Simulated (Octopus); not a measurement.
Crystal: AlPt.

```
Pt Al
1.0
     3.09155    0.00000    0.00000
     0.00000    3.09155    0.00000
     0.00000    0.00000    3.09155
Pt Al
1 1
Direct
  0.50000 0.50000 0.50000
  0.00000 0.00000 0.00000
```

Measurements of this composition are mostly on another form, of space group No. 198.

| Property | Result |
| --- | --- |
| Program | Octopus 16.4 |
| Task | single point |
| Functional | PBEsol |
| Potentials or basis | pseudodojo_pbesol (PseudoDojo 0.4, PBEsol) |
| Grid spacing | 0.119 Å |
| k mesh | 9 × 9 × 9 |
| Occupations | fermi-dirac, width 0.05 eV |
| Spin | no spin polarisation |

On this cell: largest force zero by symmetry; band gap on the k mesh none (metal or under the smearing width).

The same run follows on a disturbed copy (atoms moved at random, drawn with an rms of 0.05 Å):

```xyz
2
Lattice="3.0915 0.0000 0.0000 0.0000 3.0915 0.0000 0.0000 0.0000 3.0915" Properties=species:S:1:pos:R:3 pbc="T T T"
Pt    1.5652    1.6067    1.5169
Al   -0.0030   -0.0163    0.0119
```

Question: What does the disturbed cell give?

Answer: The energy (extrapolated to zero smearing) moves by +7.2 meV/atom; largest force 0.336 eV/Å; band gap on the k mesh none (metal or under the smearing width).

Forces on the atoms (eV/Å):
```
Pt  -0.085 -0.286  0.154
Al   0.085  0.286 -0.154
```
